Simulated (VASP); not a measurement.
**TePb (rocksalt): a LDA relaxation of cell and atoms in VASP**

INCAR

```
ISMEAR = -1
EDIFFG = -5E-3
LCHARG = .FALSE.
LWAVE = .FALSE.
NBANDS = 17
SIGMA = 0.02
EDIFF = 1E-7
LASPH = .TRUE.
ISIF = 3
NELM = 120
IBRION = 2
ENCUT = 600
GGA = CA
PREC = Accurate
NSW = 40
LREAL = .FALSE.
```

KPOINTS

```
KPOINTS created by Atomic Simulation Environment
0
Gamma
6 6 6
0 0 0
```

POSCAR

```
Pb Te
 1.0000000000000000
     0.0000000000000000    3.2846542105862091    3.2846542105862091
     3.2846542105862091    0.0000000000000000    3.2846542105862091
     3.2846542105862091    3.2846542105862091    0.0000000000000000
 Pb  Te
   1   1
Cartesian
  0.0000000000000000 -0.0000000000000000 -0.0000000000000000
  3.2846542105862091  3.2846542105862091  3.2846542105862091
```

VASP ran with the recommended LDA PAW datasets (20 valence electrons in the cell).

Command

```
mpirun -np 1 vasp_std
```

From OUTCAR

```
k-points           NKPTS =     16   k-points in BZ     NKDIM =     16   number of bands    NBANDS=     17

   NELECT =      20.0000    total number of electrons

   dimension x,y,z NGX =    36 NGY =   36 NGZ =   36
   dimension x,y,z NGXF=    72 NGYF=   72 NGZF=   72

  energy-cutoff  :      600.00
  volume of cell :       65.12
      direct lattice vectors                 reciprocal lattice vectors
     0.000000000  3.193162563  3.193162563    -0.156584574  0.156584574  0.156584574
     3.193162563  0.000000000  3.193162563     0.156584574 -0.156584574  0.156584574
     3.193162563  3.193162563  0.000000000     0.156584574  0.156584574 -0.156584574

 k-points in reciprocal lattice and weights: KPOINTS created by Atomic Simulation Env
   0.00000000  0.00000000  0.00000000       0.005
   0.16666667  0.00000000  0.00000000       0.037
   0.33333333  0.00000000  0.00000000       0.037
   0.50000000  0.00000000  0.00000000       0.019
   0.16666667  0.16666667  0.00000000       0.028
   0.33333333  0.16666667  0.00000000       0.111
   0.50000000  0.16666667  0.00000000       0.111
  -0.33333333  0.16666667  0.00000000       0.111
   ...

 E-fermi :   6.1710

 k-point     1 :       0.0000    0.0000    0.0000
  band No.  band energies     occupation
      1     -10.8525      2.00000
      2     -10.8525      2.00000
      3     -10.8357      2.00000
      4     -10.8357      2.00000
      5     -10.8357      2.00000
      6      -6.4710      2.00000
      7       0.2997      2.00000
      8       4.4021      2.00000
      9       4.4021      2.00000
     10       4.4021      2.00000
     11       9.9100      0.00000
     12       9.9100      0.00000
     13       9.9100      0.00000
     14      11.5835      0.00000
     15      11.5835      0.00000
     16      11.5835      0.00000
     17      13.0248      0.00000

 k-point     2 :       0.1667    0.0000    0.0000
  band No.  band energies     occupation
      1     -10.8564      2.00000
      2     -10.8564      2.00000
      3     -10.8350      2.00000
      4     -10.8313      2.00000
      5     -10.8313      2.00000
      6      -6.2225      2.00000
      7      -0.5050      2.00000
      8       4.4792      2.00000
      9       4.4792      2.00000
     10       4.8450      2.00000
     11       8.6993      0.00000
     12       8.9430      0.00000
     13       8.9430      0.00000
     14      11.4031      0.00000
     15      12.1019      0.00000
     16      12.1019      0.00000
     17      14.8122      0.00000

 k-point     3 :       0.3333    0.0000    0.0000
  band No.  band energies     occupation
      1     -10.8655      2.00000
      2     -10.8655      2.00000
      3     -10.8339      2.00000
      4     -10.8210      2.00000
      5     -10.8210      2.00000
      6      -5.5391      2.00000
      7      -2.0126      2.00000
      8       4.7114      2.00000
      9       4.7114      2.00000
     10       5.4647      2.00000
     11       7.2292      0.00000
     12       7.6081      0.00000
     13       7.6081      0.00000
     14      12.3850      0.00000
     15      13.4848      0.00000
     16      13.4848      0.00000
     17      16.9788      0.00000

 k-point     4 :       0.5000    0.0000    0.0000
  band No.  band energies     occupation
      1     -10.8702      2.00000
      2     -10.8702      2.00000
      3     -10.8335      2.00000
      4     -10.8157      2.00000
      5     -10.8157      2.00000
      6      -4.9403      2.00000
      7      -2.9470      2.00000
      8       4.9039      2.00000
      9       4.9039      2.00000
     10       5.8909      2.00000
     11       6.4510      0.00000
     12       6.9984      0.00000
     13       6.9984      0.00000
     14      14.2218      0.00000
     15      15.0903      0.00000
     16      15.0903      0.00000
     17      15.1399      0.00000

 k-point     5 :       0.1667    0.1667    0.0000
  band No.  band energies     occupation
      1     -10.8665      2.00000
      2     -10.8492      2.00000
      3     -10.8387      2.00000
      4     -10.8285      2.00000
      5     -10.8285      2.00000
      6      -6.1396      2.00000
      7      -0.5378      2.00000
      8       3.9451      2.00000
      9       3.9451      2.00000
     10       5.4964      2.00000
     11       7.5093      0.00000
     12      10.0382      0.00000
     13      10.0382      0.00000
     14      10.3609      0.00000
     15      12.9583      0.00000
     16      12.9583      0.00000
     17      13.9861      0.00000

 k-point     6 :       0.3333    0.1667    0.0000
  band No.  band energies     occupation
      1     -10.8801      2.00000
      2     -10.8527      2.00000
      3     -10.8379      2.00000
      4     -10.8220      2.00000
      5     -10.8190      2.00000
      6      -5.6020      2.00000
      7      -1.5252      2.00000
      8       3.7753      2.00000
      9       3.8599      2.00000
     10       4.5707      2.00000
     11       8.0539      0.00000
     12       9.2729      0.00000
     13       9.4044      0.00000
     14      10.6171      0.00000
     15      14.0021      0.00000
     16      14.3044      0.00000
     17      15.6954      0.00000

 k-point     7 :       0.5000    0.1667    0.0000
  band No.  band energies     occupation
      1     -10.8839      2.00000
      2     -10.8620      2.00000
      3     -10.8322      2.00000
      4     -10.8193      2.00000
      5     -10.8136      2.00000
      6      -4.8920      2.00000
      7      -2.6408      2.00000
      8       3.3689      2.00000
      9       4.0775      2.00000
     10       4.5010      2.00000
     11       7.9945      0.00000
     12       8.2613      0.00000
     13       9.1418      0.00000
     14      12.0819      0.00000
     15      14.8435      0.00000
     16      15.2563      0.00000
     17      15.7907      0.00000

 k-point     8 :      -0.3333    0.1667    0.0000
  band No.  band energies     occupation
      1     -10.8745      2.00000
      2     -10.8669      2.00000
      3     -10.8301      2.00000
      4     -10.8198      2.00000
      5     -10.8187      2.00000
      6      -5.0959      2.00000
      7      -2.4110      2.00000
      8       3.0081      2.00000
      9       4.7351      2.00000
     10       5.2659      2.00000
     11       7.2617      0.00000
     12       7.4141      0.00000
     13       9.8093      0.00000
     14      12.6153      0.00000
     15      13.3775      0.00000
     16      14.6557      0.00000
     17      16.1786      0.00000

 k-point     9 :      -0.1667    0.1667    0.0000
  band No.  band energies     occupation
      1     -10.8640      2.00000
      2     -10.8607      2.00000
      3     -10.8339      2.00000
      4     -10.8276      2.00000
      5     -10.8235      2.00000
      6      -5.8253      2.00000
      7      -1.3033      2.00000
      8       3.4326      2.00000
      9       5.0065      2.00000
     10       5.6657      2.00000
     11       7.2532      0.00000
     12       7.5658      0.00000
     13       9.9660      0.00000
     14      11.7156      0.00000
     15      12.2242      0.00000
     16      14.0486      0.00000
     17      14.3994      0.00000

 k-point    10 :       0.3333    0.3333    0.0000
  band No.  band energies     occupation
      1     -10.9053      2.00000
      2     -10.8447      2.00000
      3     -10.8426      2.00000
      4     -10.8131      2.00000
      5     -10.8131      2.00000
      6      -5.2685      2.00000
      7      -1.3966      2.00000
      8       2.7810      2.00000
      9       3.1904      2.00000
     10       3.1904      2.00000
     11       9.3296      0.00000
     12      10.2295      0.00000
     13      10.8075      0.00000
     14      10.8075      0.00000
     15      15.0039      0.00000
     16      15.0327      0.00000
     17      15.7610      0.00000

 k-point    11 :       0.5000    0.3333    0.0000
  band No.  band energies     occupation
      1     -10.9139      2.00000
      2     -10.8463      2.00000
      3     -10.8419      2.00000
      4     -10.8108      2.00000
      5     -10.8084      2.00000
      6      -4.7497      2.00000
      7      -1.9509      2.00000
      8       1.7379      2.00000
      9       3.1879      2.00000
     10       3.3412      2.00000
     11       9.5195      0.00000
     12      10.2707      0.00000
     13      10.5517      0.00000
     14      11.5953      0.00000
     15      15.4781      0.00000
     16      15.8811      0.00000
     17      16.7666      0.00000

 ...

  Total       -0.0069290     -0.0069290     -0.0069290     -0.0000000      0.0000000     -0.0000000
  in kB       -0.1704868     -0.1704868     -0.1704868     -0.0000000      0.0000000     -0.0000000
  external PRESSURE =      -0.1704868 kB  Pullay stress =       0.0000000 kB

 POSITION                                       TOTAL-FORCE (eV/Angst)
 -----------------------------------------------------------------------------------
      0.00000      0.00000      0.00000         0.000000      0.000000      0.000000
      3.19316      3.19316      3.19316         0.000000      0.000000      0.000000
 -----------------------------------------------------------------------------------
    total drift:                               -0.000000      0.000000      0.000000

  FREE ENERGIE OF THE ION-ELECTRON SYSTEM (eV)
  ---------------------------------------------------
  free  energy   TOTEN  =        -8.7757642051 eV

  energy  without entropy=       -8.7757641866  energy(sigma->0) =       -8.77576420
```

CONTCAR

```
Pb Te
   1.00000000000000
     0.0000000000000000    3.1931625626850257    3.1931625626850257
     3.1931625626850257    0.0000000000000000    3.1931625626850257
     3.1931625626850257    3.1931625626850257    0.0000000000000000
  Pb              Te
     1     1
Direct
     0.0000000000000000    0.0000000000000000    0.0000000000000000
     0.5000000000000000    0.5000000000000000    0.5000000000000000

  0.00000000E+00  0.00000000E+00  0.00000000E+00
  0.00000000E+00  0.00000000E+00  0.00000000E+00
```

```
relaxed cell vector lengths : 4.516, 4.516, 4.516 Å
relaxed cell volume         : 65.12 Å³
```

The run was restarted once from its relaxed cell; OSZICAR and OUTCAR are the second run's.

The run (the restart alone) took about 15 s on one core of a shared host (Intel Xeon Platinum 8488C) and held 0.18 GiB at most.
